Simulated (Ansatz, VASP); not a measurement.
Two plane-wave programs on Li4F

```
Li F
1.0
    -2.63850    2.63850    2.63850
     2.63850   -2.63850    2.63850
     2.63850    2.63850   -2.63850
Li F
4 1
Direct
  0.00000 0.00000 0.50000
  0.00000 0.50000 0.00000
  0.50000 0.00000 0.00000
  0.50000 0.50000 0.50000
  0.00000 0.00000 0.00000
```

Change from the starting cell: species swapped into the CrGa4 type (Im-3m, No. 229).

Alike in both runs: task single point; functional PBE; k mesh 6 × 6 × 6; occupations gaussian, width 0.1 eV; collinear spin.

|  | VASP | Ansatz |
| --- | --- | --- |
| version | VASP 6.6.1 | Ansatz 0.2.0 |
| potentials or method | VASP PAW PBE potentials, release 64 (Li_sv, F) | scalar-relativistic, plane waves, PAW |
| plane-wave cutoff (eV) | 520 | 420 |
| valence electrons in the cell | 19 | 19 |

```csv
,VASP,Ansatz,Ansatz less VASP
gap on the k mesh at the Fermi level (eV),none,none,-
net moment per atom (μB),0.00,0.00,0.000
```

A gap of «none» marks a metal or a gap that the smearing closes. The functional is the same, so the differences come from potentials, cutoffs and numerics. Ansatz warned: «seeded_moment_not_kept».
